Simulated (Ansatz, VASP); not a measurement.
# LiH: VASP beside Ansatz, part 2 of 2

Wanted: the spread between two codes on one cell, functional and k mesh. The cell is taken from a series of VASP runs on this material, whose earlier steps may have relaxed, scaled or displaced it; both programs get it as it stands.

VASP 6.6.1 and Ansatz 0.2.0.

So far. Step 3 (Ansatz: single point, PBE): The run ends at a pressure of 0.33 GPa. Step 5 (VASP: band structure, PBE): The run ends at a pressure of 0.05 GPa.

### Step 7. Comparison

The two programs side by side:

| quantity | Ansatz | VASP | difference |
| --- | --- | --- | --- |
| pressure (GPa) | 0.33 | 0.05 | +0.28 |
| pressure without Ansatz's Pulay correction (GPa) | 0.21 | 0.05 | +0.16 |
| gap over the path points (eV) | 2.978 | 2.972 | +0.006 |

Levels at points of the path, from each program's valence-band top (eV; 1 filled, then empty):

| k (reciprocal lattice) | Ansatz | VASP |
| --- | --- | --- |
| 0.000 0.000 0.000 | -5.48 16.22 17.98 | -5.47 16.21 17.99 |
| 0.167 0.000 0.167 | -4.81 13.29 14.77 | -4.80 13.29 14.78 |
| 0.333 0.000 0.333 | -2.70 7.39 11.86 | -2.70 7.38 11.86 |
| 0.500 0.000 0.500 | 0.00 2.98 10.86 | 0.00 2.97 10.86 |
| 0.500 0.083 0.583 | -0.06 3.23 9.21 | -0.06 3.23 9.21 |
| 0.500 0.183 0.683 | -0.20 4.22 6.65 | -0.20 4.21 6.65 |
| 0.500 0.250 0.750 | -0.23 5.28 5.28 | -0.24 5.28 5.28 |
| 0.450 0.300 0.750 | -0.36 4.55 6.43 | -0.36 4.54 6.43 |
| 0.408 0.342 0.750 | -0.48 4.21 7.33 | -0.49 4.21 7.33 |
| 0.350 0.350 0.700 | -0.84 4.64 7.35 | -0.84 4.63 7.36 |

Among the levels compared at these points, filled levels agree within 5 meV and empty ones within 12 meV. Ansatz's pressure holds a Pulay correction of 0.12 GPa; VASP's holds none.

### Step 8. Ansatz: dielectric response, PBE

The response to a field tests empty states and converges slowly with the mesh.

The cell is taken from a series of VASP runs on this material, whose earlier steps may have relaxed, scaled or displaced it; both programs get it as it stands.

File input.yaml:

```yaml
crystal:
  lattice:
    - [0.0, 1.9975096674, 1.9975096674]
    - [1.9975096674, 0.0, 1.9975096674]
    - [1.9975096674, 1.9975096674, 0.0]
  atoms:
    - { symbol: Li, position: [0.0, 0.0, 0.0] }
    - { symbol: H, position: [0.5, 0.5, 0.5] }
hamiltonian:
  xc: pbe
  pseudopotentials: { kind: paw }
kpoints:
  mp_grid: { grid: [14, 14, 14] }
scf:
  occupations: { method: fixed }
dielectric:
  method: response
```

Launch:

```
$ ansatz run input.yaml --threads 2 --pin off --max-ram 4608MiB --backend cpu --events-out ev --progress --plain --runs-dir out
```

Numbers of over 12 decimals in the logs are rounded to 6 here.

Log:

```text
[...]
Crystal: 2 atoms, lattice volume = 15.940 Å³
Basis set: ecut = 420 eV, 331 PW (Γ), exchange–correlation on 40×40×40 points (8 copies of the dense FFT grid, shifted against one another)
Bands: 6, of which v1, the nominal top of the filled ones, is band 2 counted from 1 (1 counted from 0)
Symmetry: 48 space group operations
k-points: 244 of 2744 (irreducible under 8 space group operations, time reversal used)
[...]
site 0:
         1.01829    0.00000   -0.00000
         0.00000    1.01829    0.00000
         0.00000   -0.00000    1.01829
    site 1:
        -1.01829   -0.00000    0.00000
        -0.00000   -1.01829   -0.00000
        -0.00000    0.00000   -1.01829
  Z* charge neutrality: 3.617e-4 e pre-enforcement
  solved inside a basis spanned on kpoints, on 14×14×14 k-points, its susceptibility summed on 18×18×18: ε∞ is read to err by 1.1e-2, Z* by 4.3e-3 e (field_mesh: kpoints solves on kpoints); Z* is corrected for what the basis lacks
[key lines of the parts left out:]
SCF converged after 6 iterations
Free energy (F): -221.391608 eV
Fermi energy:    0.790117 eV
```

Elapsed: 23 s, on 2 threads of Arm Neoverse N1, shared host; peak memory 0.37 GiB.

### Step 9. VASP: dielectric response, PBE

The same cell, functional and mesh now go to VASP, with its own data sets and cutoff.

File INCAR:

```
SYSTEM = LiH
PREC = Accurate
ENCUT = 650
EDIFF = 1E-08
NELM = 100
ISMEAR = 0
SIGMA = 0.01
LREAL = .FALSE.
ALGO = Normal
GGA = PE
NBANDS = 8
LORBIT = 11
LWAVE = .FALSE.
LCHARG = .FALSE.
KPAR = 2
LEPSILON = .TRUE.
```

File POSCAR:

```
LiH
1.0
    0.0000000000      1.9975096674      1.9975096674
    1.9975096674      0.0000000000      1.9975096674
    1.9975096674      1.9975096674      0.0000000000
Li H
1 1
Direct
    0.0000000000      0.0000000000      0.0000000000
    0.5000000000      0.5000000000      0.5000000000
```

File KPOINTS:

```
Automatic mesh
0
Gamma
14 14 14
0 0 0
```

Potentials, in the order of the species: Li_sv and H (PBE family, release 64).

Launch:

```
$ mpirun -np 2 vasp_std
```

Log:

```text
[... set-up lines as in an earlier step ...]
 entering main loop
       N       E                     dE             d eps       ncg     rms          rms(c)
DAV:   1    -0.191242163342E+01   -0.19124E+01   -0.16980E+03  1672   0.519E+02
DAV:   2    -0.632449935210E+01   -0.44121E+01   -0.44121E+01  2384   0.525E+01
DAV:   3    -0.637038792174E+01   -0.45889E-01   -0.45889E-01  2008   0.555E+00
DAV:   4    -0.637073374921E+01   -0.34583E-03   -0.34583E-03  2600   0.387E-01
[...]
DAV:  13    -0.612688698167E+01   -0.77995E-07   -0.42558E-09  1392   0.357E-04    0.203E-05
DAV:  14    -0.612688700573E+01   -0.24065E-07   -0.19481E-10  1000   0.122E-04    0.186E-05
DAV:  15    -0.612688699646E+01    0.92702E-08   -0.26862E-11  1016   0.477E-05
   1 F= -.61268870E+01 E0= -.61268870E+01  d E =-.215057E-36
 Linear response reoptimize wavefunctions to high precision
DAV:   1    -0.612688699731E+01   -0.85032E-09   -0.30519E-12  1304   0.161E-05
DAV:   2    -0.612688699731E+01   -0.56843E-13   -0.69417E-13  1016   0.668E-06
 Linear response G [H, r] |phi>, progress :
  Direction:   1
[...]
RMM:   9    -0.170102824412E+00    0.22798E-05   -0.86406E-06  9617   0.611E-04    0.168E-05
RMM:  10    -0.170103029852E+00   -0.20544E-06   -0.12827E-05  8974   0.217E-04    0.165E-06
 change of polarisation eV/A/(eV/A) component  2 :    -0.032     0.300    -0.005
 dielectric tensor                  component  2 :    -0.368     4.410    -0.059
 Linear response to external field, progress :
  Direction:   3
       N       E                     dE             d eps       ncg     rms          rms(c)
RMM:   1    -0.134149622547E+00   -0.13415E+00   -0.21534E-01  8760   0.343E+00
RMM:   2    -0.149210268894E+00   -0.15061E-01   -0.92258E-03  8460   0.679E-01    0.498E-01
RMM:   3    -0.152715949688E+00   -0.35057E-02   -0.34019E-03  8665   0.354E-01    0.302E-01
RMM:   4    -0.168617346294E+00   -0.15901E-01   -0.23252E-03  7929   0.328E-01    0.232E-02
[...]
RMM:   8    -0.170105154916E+00    0.39563E-05   -0.82990E-06  9589   0.179E-03    0.457E-05
RMM:   9    -0.170102761769E+00    0.23931E-05   -0.90805E-06  9593   0.602E-04    0.175E-05
RMM:  10    -0.170103049181E+00   -0.28741E-06   -0.14986E-05  8987   0.209E-04    0.173E-06
 change of polarisation eV/A/(eV/A) component  3 :    -0.008    -0.020     0.300
 dielectric tensor                  component  3 :    -0.085    -0.233     4.410
 Born effective charges drift removed
```

From OUTCAR (step 9):

```text
  Total        0.0055069      0.0055069      0.0055069      0.0000000      0.0000000     -0.0000000
  in kB        0.5535027      0.5535027      0.5535027      0.0000000      0.0000000     -0.0000000
  external PRESSURE =       0.5535027 kB  Pullay stress =       0.0000000 kB

 POSITION                                       TOTAL-FORCE (eV/Angst)
 -----------------------------------------------------------------------------------
      0.00000      0.00000      0.00000         0.000000      0.000000      0.000000
      1.99751      1.99751      1.99751        -0.000000     -0.000000     -0.000000
 -----------------------------------------------------------------------------------
    total drift:                                0.000000     -0.000000     -0.000000

 MACROSCOPIC STATIC DIELECTRIC TENSOR (including local field effects in DFT)
 ------------------------------------------------------
           4.409527     0.000000     0.000000
           0.000000     4.409527     0.000000
           0.000000    -0.000000     4.409527
 ------------------------------------------------------

[... 1 part as in an earlier step ...]

[... 1 further part left out ...]
```

Energies printed during the response cycles are not total energies of the cell.

### Step 10. Side by side

What differs besides the data sets and the points named for the pairs above, as far as they apply: VASP's response is taken on the typed mesh, Ansatz refines its own for the field response alone. Total energies have different zeros and are not compared.

The two programs side by side:

| quantity | Ansatz | VASP | difference |
| --- | --- | --- | --- |
| ε∞ xx | 4.40 | 4.41 | -0.32 % |
| ε∞ yy | 4.40 | 4.41 | -0.32 % |
| ε∞ zz | 4.40 | 4.41 | -0.32 % |
| Born charge of Li1 (mean of the diagonal) (e) | 1.02 | 1.02 | 0.00 |
| Born charge of H2 (mean of the diagonal) (e) | -1.02 | -1.02 | 0.00 |

### Step 11. Summary of results

```
difference in gap on the k mesh (single point, PBE)          : 0.0057 eV
difference in gap over the path points (band structure, PBE) : 0.0057 eV
difference in ε∞ xx (dielectric response, PBE)               : -0.32 %
```

What this shows: The difference in gap on the k mesh is 0.0057 eV (single point, PBE), within the 0.08 eV picked in this series as the mark of a large difference. 1 further run of this series is not shown here. Such differences can come from data sets, numerical settings and the points named under the comparisons, not from the functional's error against experiment.

[Lines on the potential files, build, host, timing and source positions are cut from VASP's logs without a mark.]

[Logs are printed without paths, hosts, clocks, repeated set-up lines and the standing remarks that a program may print on its own settings, such as how far it seeks lower states.]

[Hosts, paths, dates, database ids (printed as entryN), source tags and the programs' standing remarks are cut or masked in the printed files.]
